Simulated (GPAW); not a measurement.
**RbCl (Fm-3m): G0W0 with GPAW, start to end**

How does a plane-wave GW calculation on RbCl (Fm-3m) run from the first input to the gap?

Method: PBE and many-body steps on it, plane waves, in GPAW 26.7.0.

The database entry behind the starting cell differs from later determinations by our own check (about 0.5 % short), so it need not match the best structure at ambient conditions.

**1. The starting structure**

Symmetry: Fm-3m, No. 225, cubic system. The conventional cell has a = 6.548 Å, b = 6.548 Å, c = 6.548 Å, α = 90.00°, β = 90.00°, γ = 90.00°. Nearest to Rb lie 6 Cl at 3.27 Å. Nearest to Cl lie 6 Rb at 3.27 Å. Farther neighbours and most contacts between anions are not listed.

The cell and positions come from the Crystallography Open Database and are kept as given unless a step says otherwise.

**2. Ground state**

This step: GPAW 26.7.0; DFT, PBE, plane waves, PAW.

The ground-state density comes first.

File run.py:

```python
import json
import numpy as np
from gpaw.mpi import world
from ase import Atoms
from gpaw import GPAW, PW, FermiDirac

atoms = Atoms(['Rb', 'Cl'],
    cell=[[0.0000000000, 3.2740000000, 3.2740000000],
      [3.2740000000, 0.0000000000, 3.2740000000],
      [3.2740000000, 3.2740000000, 0.0000000000]],
    scaled_positions=[[0.0000000000, 0.0000000000, 0.0000000000],
      [0.5000000000, 0.5000000000, 0.5000000000]],
    pbc=(True, True, True))
calc = GPAW(mode=PW(450),
    xc='PBE',
    kpts={'size': (6, 6, 6), 'gamma': True},
    occupations=FermiDirac(0.001),
    nbands=-7,
    convergence={'density': 1e-6, 'bands': -3},
    maxiter=100,
    txt='gs.txt')
atoms.calc = calc
res = {'energy': atoms.get_potential_energy()}
kpts = calc.get_ibz_k_points()
res['kpts'] = kpts
res['eigenvalues'] = [calc.get_eigenvalues(kpt=k) for k in range(len(kpts))]
res['n_electrons'] = calc.get_number_of_electrons()
calc.write('gs.gpw')

if world.rank == 0:
    with open('result.json', 'w') as f:
        json.dump(res, f, default=lambda x: x.tolist())
```

The run is started by

```console
$ mpirun -n 4 gpaw python run.py
```

Numbers of over 12 decimals in the logs are rounded to 6 here.

What it wrote:

```text
__  _  _
 | _ |_)|_||  |
 |__||  | ||/\| - 26.7.0

Input parameters:
  mode=PW(ecut=450.000000),
  convergence={'density': 1e-06, 'bands': -3},
  kpts=MonkhorstPack(size=(6, 6, 6), gamma=True),
  maxiter=100,
  nbands=-7,
  occupations=Occupations(name='fermi-dirac', width=0.001, fixmagmom=False),
  xc=XC(name='PBE')
  [... matrices ...]
Diagonalizing LCAO Hamiltonian
Converting LCAO to pw mode

                 Cl

       Rb

Atoms  # Å, Bohr magnetons
|   | symbol |        x |        y |        z |    initial magnetic moments |
| 0 |     Rb | 0.000000 | 0.000000 | 0.000000 | ( 0.0000,  0.0000,  0.0000) |
| 1 |     Cl | 3.274000 | 3.274000 | 3.274000 | ( 0.0000,  0.0000,  0.0000) |

Unit cell  # Å
| periodic |        x |        y |        z |  lengths |    angles |
|      yes | 0.000000 | 3.274000 | 3.274000 | 4.630135 | 60.000000 |
|      yes | 3.274000 | 0.000000 | 3.274000 | 4.630135 | 60.000000 |
|      yes | 3.274000 | 3.274000 | 0.000000 | 4.630135 | 60.000000 |

Number of symmetries: 48
Symmetry operations  # r_c * U_cc + t_c -> r_c
|    | kind |            matrix            |
|  0 |  σ   |  1, 0, 0,  1, 0,-1,  1,-1, 0 |
|  1 |  C2  |  1, 0, 0,  1,-1, 0,  1, 0,-1 |
|  2 |  E   |  1, 0, 0,  0, 1, 0,  0, 0, 1 |
|  3 |  σ   |  1, 0, 0,  0, 0, 1,  0, 1, 0 |
|  4 |  C4  |  1, 0,-1,  1, 0, 0,  1,-1, 0 |
|  5 |  S6  |  1, 0,-1,  1,-1, 0,  1, 0, 0 |
|  6 |  σ   |  1, 0,-1,  0, 1,-1,  0, 0,-1 |
|  7 |  C3  |  1, 0,-1,  0, 0,-1,  0, 1,-1 |
|  8 |  S6  |  1,-1, 0,  1, 0, 0,  1, 0,-1 |
|  9 |  C4  |  1,-1, 0,  1, 0,-1,  1, 0, 0 |
| 10 |  C3  |  1,-1, 0,  0,-1, 1,  0,-1, 0 |
| 11 |  σ   |  1,-1, 0,  0,-1, 0,  0,-1, 1 |
| 12 |  σ   |  0, 1, 0,  1, 0, 0,  0, 0, 1 |
| 13 |  C4  |  0, 1, 0,  0, 1,-1, -1, 1, 0 |
| 14 |  C3  |  0, 1, 0,  0, 0, 1,  1, 0, 0 |
| 15 |  S6  |  0, 1, 0, -1, 1, 0,  0, 1,-1 |
| 16 |  C2  |  0, 1,-1,  1, 0,-1,  0, 0,-1 |
| 17 |  σ   |  0, 1,-1,  0, 1, 0, -1, 1, 0 |
| 18 |  S4  |  0, 1,-1,  0, 0,-1,  1, 0,-1 |
| 19 |  C4  |  0, 1,-1, -1, 1, 0,  0, 1, 0 |
| 20 |  C3  |  0, 0, 1,  1, 0, 0,  0, 1, 0 |
| 21 |  σ   |  0, 0, 1,  0, 1, 0,  1, 0, 0 |
| 22 |  S6  |  0, 0, 1,  0,-1, 1, -1, 0, 1 |
| 23 |  C4  |  0, 0, 1, -1, 0, 1,  0,-1, 1 |
| 24 |  S4  |  0, 0,-1,  1, 0,-1,  0, 1,-1 |
| 25 |  C3  |  0, 0,-1,  0, 1,-1,  1, 0,-1 |
| 26 |  C2  |  0, 0,-1,  0,-1, 0, -1, 0, 0 |
| 27 |  S6  |  0, 0,-1, -1, 0, 0,  0,-1, 0 |
| 28 |  S4  |  0,-1, 1,  1,-1, 0,  0,-1, 0 |
| 29 |  C4  |  0,-1, 1,  0, 0, 1, -1, 0, 1 |
| 30 |  C2  |  0,-1, 1,  0,-1, 0,  1,-1, 0 |
| 31 |  σ   |  0,-1, 1, -1, 0, 1,  0, 0, 1 |
| 32 |  C3  |  0,-1, 0,  1,-1, 0,  0,-1, 1 |
| 33 |  S6  |  0,-1, 0,  0, 0,-1, -1, 0, 0 |
| 34 |  S4  |  0,-1, 0,  0,-1, 1,  1,-1, 0 |
| 35 |  C2  |  0,-1, 0, -1, 0, 0,  0, 0,-1 |
| 36 |  C2  | -1, 1, 0,  0, 1, 0,  0, 1,-1 |
| 37 |  S6  | -1, 1, 0,  0, 1,-1,  0, 1, 0 |
| 38 |  S4  | -1, 1, 0, -1, 0, 1, -1, 0, 0 |
| 39 |  C3  | -1, 1, 0, -1, 0, 0, -1, 0, 1 |
| 40 |  S6  | -1, 0, 1,  0, 0, 1,  0,-1, 1 |
| 41 |  C2  | -1, 0, 1,  0,-1, 1,  0, 0, 1 |
| 42 |  C3  | -1, 0, 1, -1, 1, 0, -1, 0, 0 |
| 43 |  S4  | -1, 0, 1, -1, 0, 0, -1, 1, 0 |
| 44 |  C2  | -1, 0, 0,  0, 0,-1,  0,-1, 0 |
| 45 |  i   | -1, 0, 0,  0,-1, 0,  0, 0,-1 |
| 46 |  σ   | -1, 0, 0, -1, 1, 0, -1, 0, 1 |
| 47 |  C2  | -1, 0, 0, -1, 0, 1, -1, 1, 0 |

BZ-sampling:
  Number of BZ points: 216
  Number of IBZ points: 16

  Monkhorst-Pack size: [6, 6, 6]
  Monkhorst-Pack shift: [0.083333, 0.083333, 0.083333]

K-points  # in reciprocal-cell coordinates
|     |                                coordinates |     weight |
|   0 | (  0.00000000,   0.00000000,   0.00000000) | 0.00462963 |
|   1 | (  0.16666667,   0.16666667,   0.00000000) | 0.02777778 |
|   2 | (  0.16666667,   0.16666667,   0.16666667) | 0.03703704 |
|   3 | (  0.33333333,   0.16666667,   0.16666667) | 0.05555556 |
|   4 | (  0.33333333,   0.33333333,  -0.33333333) | 0.05555556 |
|   5 | (  0.33333333,   0.33333333,   0.00000000) | 0.02777778 |
|   6 | (  0.33333333,   0.33333333,   0.16666667) | 0.11111111 |
|   7 | (  0.33333333,   0.33333333,   0.33333333) | 0.03703704 |
|   8 | (  0.50000000,   0.33333333,  -0.33333333) | 0.11111111 |
|   9 | (  0.50000000,   0.33333333,  -0.16666667) | 0.05555556 |
| ... |                                            |            |
|  15 | (  0.50000000,   0.50000000,   0.50000000) | 0.01851852 |

Plane wave coefficients: 1536
Cutoff: 450.000000 eV

Spin-components: 1 (collinear spins)
Bands:           15
Projectors:      10
Spin-degeneracy: 2
Datatype:        complex128

  Storage: CPU
  Wave functions: 5_648_640 bytes (1_412_160 per core)
  Projectors: 7_908_096 bytes (1_977_024 per core)
  [... matrices ...]
Parallelization:
  kpt:    4
  domain: 1
  band:   1

Density:
  Valence electrons: 16.0
  Components: 1
  Grid points: [24 24 24]
  Charge: 0.0  # |e|

Potential:
  Grid points: [24 24 24]

species:
  Rb:
    name:    Rubidium
    Z:       37.0
    valence: 9
    core:    28
    charge:  0.0  # [|e|]
    compensation charges:
      type: gauss
      rc: 0.38  # [Å]
      lmax: 2
    cutoffs:
      filter: 2.43  # [Å]
      core: 1.99  # [Å]
    projectors
    | kind |    occ | energy [eV] | rcut [Å] |
    |   4s |  2.000 |     -31.879 |    1.376 |
    |   5s |  1.000 |      -2.231 |    1.376 |
    |   4p |  6.000 |     -15.966 |    1.270 |
    |    p |        |      11.245 |    1.270 |
    |    d |        |       0.000 |    1.217 |

    Using partial waves for Rb as LCAO basis

  Cl:
    name:    Chlorine
    Z:       17.0
    valence: 7
    core:    10
    charge:  0.0  # [|e|]
    compensation charges:
      type: gauss
      rc: 0.25  # [Å]
      lmax: 2
    cutoffs:
      filter: 1.40  # [Å]
      core: 1.49  # [Å]
    projectors
    | kind |    occ | energy [eV] | rcut [Å] |
    |   3s |  2.000 |     -20.689 |    0.794 |
    |   3p |  5.000 |      -8.594 |    0.794 |
    |    s |        |       6.523 |    0.794 |
    |    p |        |      18.617 |    0.794 |
    |    d |        |       0.000 |    0.794 |

    Using partial waves for Cl as LCAO basis

Reference energy: -93658.301819  # eV

eigensolver:
  PPCG
  Converge bands: -3
  niter=2

density mixing:
  MSR1-Mixer
  Pratt-step length: 0.05
  Maximum mixing coefficient: 0.75
  Old densities: 10
  SVD Regularization: 0.005
  Good broyden scale: 1.0
  Trust region scale: 1.0
  Backstep threshold: 4.0
  History deletion threshold: 6.0
  Fourier metric: weight=20.0, sigma=0.015

occupation numbers:
  Fermi-Dirac:
    width: 0.0010  # eV

poisson solver:
  ecut: 3600.000000  # eV

xc functional:
  name: PBE with 2 nearest neighbor stencil

Initialization done in: 0.806 s

convergence criteria:
- Maximum integral of absolute [dens]ity change: 1e-06 electrons / valence electron
- Maximum [total energy] change in last 3 cyles: 0.0005 eV / valence electron
- Maximum integral of absolute [eigenst]ate change: 4e-08 eV^2 / valence electron
maximum number of iterations: 100

SCF iterations
|iter     |     time |      energy | eigst |  dens |
|iter:   1|  |   -6.805492 | +1.64 |       |
|iter:   2|  |   -6.756649 | +0.31 | -1.25 |
|iter:   3|  |   -6.580162 | -0.14 | -1.28 |
|iter:   4|  |   -6.588358 | -1.50 | -1.72 |
|iter:   5|  |   -6.591603 | -1.41 | -2.11 |
|iter:   6|  |   -6.591689c| -2.25 | -3.02 |
|iter:   7|  |   -6.591705c| -3.25 | -3.44 |
|iter:   8|  |   -6.591705c| -3.76 | -4.18 |
|iter:   9|  |   -6.591705c| -4.47 | -5.11 |
|iter:  10|  |   -6.591705c| -4.93 | -5.51 |
|iter:  11|  |   -6.591705c| -5.51 | -6.90c|
|iter:  12|  |   -6.591705c| -6.08 | -7.17c|
|iter:  13|  |   -6.591705c| -6.80 | -8.11c|
|iter:  14|  |   -6.591705c| -7.44c| -8.74c|

Converged in 14 steps
SCF loop duration: 2.513 s (0.180 s/step)
Energy contributions relative to reference atoms: (reference = -93658.301819)
  [... matrices ...]
Energy contributions:
  Kinetic:           9.343610
  Coulomb:          -8.684631
  Zero:             -0.051048
  External:          0.000000
  Xc:               -7.199637
  Entropy:          -0.000000
  Spinorbit:         0.000000
  ----------------------------
  Free energy:      -6.591705
  Extrapolated:     -6.591705

dipole moment: (-25.069681, -25.069681, -25.069681)  # |e|*Ang

Fermi level: 1.754
Eigenvalues  # (at kpt = [0.000, 0.000, 0.000])
| band index |      eig [eV] | occ [0-2] |
|          0 |       -24.021 |     2.000 |
|          1 |       -12.149 |     2.000 |
|          2 |        -8.082 |     2.000 |
|          3 |        -8.082 |     2.000 |
|          4 |        -8.082 |     2.000 |
|          5 |        -0.142 |     2.000 |
|          6 |        -0.142 |     2.000 |
|          7 |        -0.142 |     2.000 |
|          8 |         4.909 |     0.000 |
|          9 |         7.853 |     0.000 |
|         10 |         7.853 |     0.000 |
|         11 |         7.853 |     0.000 |
|         12 |         8.834 |     0.000 |
|         13 |         8.834 |     0.000 |
|         14 |        12.012 |     0.000 |

Gap: 5.051 eV
Transition (v -> c):
  (s=0, k=0, n=7, [0.00, 0.00, 0.00]) -> (s=0, k=0, n=8, [0.00, 0.00, 0.00])
No difference between direct/indirect transitions
# Writing to gs.gpw (mode='')
  [... matrices ...]
```

The job ended after 4.8 s (4 MPI ranks of Arm Neoverse V2, shared host; peak memory 0.62 GiB).

This step gave:

```
total energy               : -6.592 eV
gap                        : 5.051 eV
k of the valence top       : 0, 0, 0
k of the conduction bottom : 0, 0, 0
least direct gap           : 5.051 eV
```

The gap is direct, at Γ.

**3. Empty states on the mesh, 4×4×4 mesh, 460 bands**

The sums over transitions need many empty states on a uniform mesh; this step solves for them.

File run.py:

```python
import json
import numpy as np
from gpaw.mpi import world
from gpaw import GPAW

calc = GPAW('gs.gpw').fixed_density(kpts={'size': (4, 4, 4), 'gamma': True},
    parallel={'domain': 1, 'band': 1},
    txt='nscf.txt')
calc.diagonalize_full_hamiltonian(nbands=460)
calc.write('full.gpw', mode='all')
res = {}
kpts = calc.get_ibz_k_points()
res['kpts'] = kpts
res['eigenvalues'] = [calc.get_eigenvalues(kpt=k) for k in range(len(kpts))]
res['n_electrons'] = calc.get_number_of_electrons()

if world.rank == 0:
    with open('result.json', 'w') as f:
        json.dump(res, f, default=lambda x: x.tolist())
```

The run is started by

```console
$ mpirun -n 4 gpaw python run.py
```

What it wrote:

```text
Diagonalizing LCAO Hamiltonian
Converting LCAO to pw mode
convergence criteria:
- Maximum integral of absolute [eigenst]ate change: 4e-08 eV^2 / valence electron
maximum number of iterations: 100

SCF iterations
|iter     |     time |      energy | eigst |  dens |
|iter:   1|  |             | +1.69 |       |
|iter:   2|  |             | +0.48 |       |
|iter:   3|  |             | -0.32 |       |
[...]
|iter:  12|  |             | -6.33 |       |
|iter:  13|  |             | -6.88 |       |
|iter:  14|  |             | -7.44c|       |
SCF steps: 14
  __  _  _
 | _ |_)|_||  |
 |__||  | ||/\| - 26.7.0

Input parameters:
  mode=PW(ecut=450.000000),
  convergence={'density': 1e-06, 'bands': -3},
  gpts=array([24, 24, 24]),
  kpts=MonkhorstPack(size=(4, 4, 4), gamma=True),
  maxiter=100,
  nbands=15,
  occupations=Occupations(name='fermi-dirac', width=0.001, fixmagmom=False),
  parallel={'domain': 1, 'band': 1},
  xc=XC(name='PBE')
Matrix size: 1523x1523
# Writing to full.gpw (mode='all')
  [... matrices ...]

timing:  # [seconds]
  Total: 7.402  # ━━━━━━━━━━━━━━━━━━━━━━━━━━━━━━━━━━━━━━━━━━━━━━━━━━━━━━━━━━━
```

It took 11 s on 4 MPI ranks; peak memory 1.4 GiB; 43 s of CPU time.

Numbers from this step:

```yaml
gap: 5.051 eV
k_of_the_valence_top: 0, 0, 0
k_of_the_conduction_bottom: 0, 0, 0
least_direct_gap: 5.051 eV
k_points_computed: 8
lowest_point_of_the_top_converged_band_above_the_valence_top: 195.0137 eV
```

On this mesh the gap is 5.051 eV.

**4. Screening and self-energy, 4×4×4 mesh, 209 bands, screening to 120 eV**

G0W0 replaces the xc potential by the self-energy, built once from these orbitals. Only a window of levels is corrected, while the sums run over the empty bands that the input names.

This step: G0W0 on PBE, plane waves, PAW.

File run.py:

```python
import json
import numpy as np
from gpaw.mpi import world
from gpaw.response.g0w0 import G0W0

gw = G0W0('full.gpw',
    filename='gw',
    kpts=[0],
    bands=(6, 10),
    ecut=120,
    nbands=209,
    integrate_gamma='WS',
    ppa=True)
gw.calculate()
res = {mode: {k: v for k, v in r.items() if k != 'sigma_eskwn'}
       for mode, r in gw.all_results.items()}

if world.rank == 0:
    with open('result.json', 'w') as f:
        json.dump(res, f, default=lambda x: x.tolist())
```

The run is started by

```console
$ mpirun -n 4 gpaw python run.py
```

What it wrote:

```text
Using integrator: PointIntegrator
FrequencyGridDescriptor(from 0.000+0.000j to 0.000+27.211j eV, 2 points)
Nonperiodic BCs:  [False False False]
Using integrator: PointIntegrator
FrequencyGridDescriptor(from 0.000+0.000j to 0.000+27.211j eV, 2 points)
Nonperiodic BCs:  [False False False]
  ___  _ _ _
 |   || | | |
 | | || | | |
 |__ ||_____|
 |___|

BZ k-points: Symmetries present (total): 48

  [... matrices ...]
64 k-points: 4 x 4 x 4 Monkhorst-Pack grid + [1/8,1/8,1/8]
8 k-points in the irreducible part of the Brillouin zone
       k-points in crystal coordinates                weights
   0:     0.00000000    0.00000000    0.00000000          1/64
   1:     0.25000000    0.25000000    0.00000000          6/64
   2:     0.25000000    0.25000000    0.25000000          8/64
   3:     0.50000000    0.25000000   -0.25000000          6/64
   4:     0.50000000    0.25000000    0.25000000         12/64
   5:     0.50000000    0.50000000    0.00000000          3/64
   6:     0.50000000    0.50000000    0.25000000         24/64
   7:     0.50000000    0.50000000    0.50000000          4/64

Distributing spins, k-points and bands (1 x 1 x 4) over 4 processes
Number of blocks: 1

Quasi particle states:
k-points (IBZ indices): [0]
Band range: (6, 10)
  [... matrices ...]
Computational parameters:
Plane wave cut-off: 120 eV
Number of bands: 209
Coulomb cutoff: None
Broadening: 0.1 eV

fxc modes: GW
Kernel: RPA
Using Godby-Needs plasmon-pole approximation:
  Fitting energy: i*E0, E0 = 1.000 Hartree
Summing all q:

Calculating screened Coulomb potential
No Coulomb truncation
FrequencyGridDescriptor(from 0.000+0.000j to 0.000+27.211j eV, 2 points)
Removing empty qpoint cache files...

Calculating chi0 body with:
    Ground state adapter containing:
    Number of spins: 1
    Number of kpoints: 64
    Number of irreducible kpoints: 8
    Number of completely occupied states: 8
    Number of partially occupied states: 8
    Occupied states memory: 1.6875 M / cpu

    Linear response parametrization:
    q_c: [0.0, 0.0, 0.0]
    Number of frequency points: 2
    Planewave cutoff: 120.0
    Number of bands: 209
    Number of planewaves: 181
    Broadening (eta): 1e-06
    comm.size: 4
    kncomm.size: 4
    blockcomm.size: 1

    Memory estimate of potentially large arrays:
        chi0_wGG: 0.999786 M / cpu
Integrating chi0 body.

Symmetries of q_c:
    Direct symmetries (Uq -> q): 48
    Indirect symmetries (TUq -> q): 0
In total 48 allowed symmetries.

  [... matrices ...]
8 groups of equivalent kpoints. 87.5% reduction.

Integral kind: response function
Integrating chi0 head and wings.

Symmetries of q_c:
    Direct symmetries (Uq -> q): 48
    Indirect symmetries (TUq -> q): 0
In total 48 allowed symmetries.

  [... matrices ...]
8 groups of equivalent kpoints. 87.5% reduction.

Integral kind: response function wings

Calculating chi0 body with:
    Ground state adapter containing:
    Number of spins: 1
    Number of kpoints: 64
    Number of irreducible kpoints: 8
    Number of completely occupied states: 8
    Number of partially occupied states: 8
    Occupied states memory: 1.6875 M / cpu

    Linear response parametrization:
[... the further q-points ...]

Results:
f:      Occupation numbers
eps:     KS-eigenvalues [eV]
vxc:     KS vxc [eV]
exx:     Exact exchange [eV]
sigma:   Self-energies [eV]
dsigma:  Self-energy derivatives
Z:       Renormalization factors
qp:      QP-energies [eV]

k-point 0 (0): (0.000, 0.000, 0.000)                GW
band       f     eps     vxc     exx   sigma  dsigma       Z      qp
                                                                   GW
   6   1.000  -0.142 -16.253 -20.674   1.944  -0.263   0.792  -2.103
   7   1.000  -0.142 -16.253 -20.674   1.944  -0.263   0.792  -2.103
   8   0.000   4.909  -7.770  -4.173  -2.876  -0.135   0.881   5.545
   9   0.000   7.853  -8.291  -3.953  -2.948  -0.136   0.880   9.077
```

Elapsed: 40 s, on 4 MPI ranks; peak memory 1.3 GiB.

This step gave:

| Property | Result |
| --- | --- |
| G0W0 gap on the points computed | 7.648 eV |
| least direct G0W0 gap on the computed points | 7.648 eV |
| Z at the valence top | 0.7918 |
| Z at the conduction bottom | 0.8809 |
| starting gap on the mesh | 5.051 eV |
| k of the valence top | 0, 0, 0 |
| k of the conduction bottom | 0, 0, 0 |

The gap on the mesh goes from 5.05 eV to 7.65 eV, a correction of +2.60 eV.

Limits: finite bands, cutoff and mesh; no spin-orbit coupling. v1 is the top filled band, c1 the lowest empty one. The levels before and after the correction (eV, zero at the valence-band top of each column):

```tsv
	conduction bottom	valence top
Kohn-Sham	5.05	0.00
G0W0	7.65	0.00
```

```tsv
	level	energy (eV)
Kohn-Sham	Γ v2-v1	0.000
Kohn-Sham	Γ c1	5.051
Kohn-Sham	Γ c2	7.995
G0W0	Γ v2-v1	0.000
G0W0	Γ c1	7.648
G0W0	Γ c2	11.180
```

**5. Where the time went**

Times are wall times on 4 MPI ranks of Arm Neoverse V2, shared host, good to a factor of about two.

```tsv
step	time	share	memory (GiB)
ground state	4.8 s	9 %	0.62
empty states on the mesh	11 s	19 %	1.4
screening and self-energy	40 s	72 %	1.3
```

**6. Outcome**

```json
{
 "PBE gap": "5.05 eV, direct",
 "G0W0 gap on the mesh": "7.65 eV",
 "GW settings": "4×4×4 mesh, 209 bands, screening to 120 eV, Godby-Needs plasmon pole",
 "known limits": "not at the basis limit; no spin-orbit coupling"
}
```

**Reading.** G0W0 moves the gap on the mesh from 5.05 eV to 7.65 eV (+2.60 eV), with Z of 0.79 and 0.88 at the edges. Only 1 of the mesh's irreducible points was corrected, so a valley elsewhere could overtake. The dearest step here is «screening and self-energy». Bands and cutoff are finite, so the gap is not at the basis limit. The miss can reach some tenths of an eV and take either sign; the mesh is an error of its own. These stock PAW sets were not made for GW. In the G0W0 run levels were corrected at 1 k point alone, so a gap called «on the mesh» is the least over those, and an edge elsewhere would be missed. The many-body steps are scalar-relativistic: spin-orbit coupling is not in them.

[Paths, hosts, dates, memory and timing lines, banners, echoed tables and standing remarks are left out of the program output.]

[Logs are printed without paths, hosts, clocks, repeated set-up lines and the standing remarks that a program may print on its own settings, such as how far it seeks lower states.]

[Runs of the session that timed out or met a known fault of the program may be left out.]

[Hosts, paths, dates, database ids (printed as entryN), source tags and the programs' standing remarks are cut or masked in the printed files.]
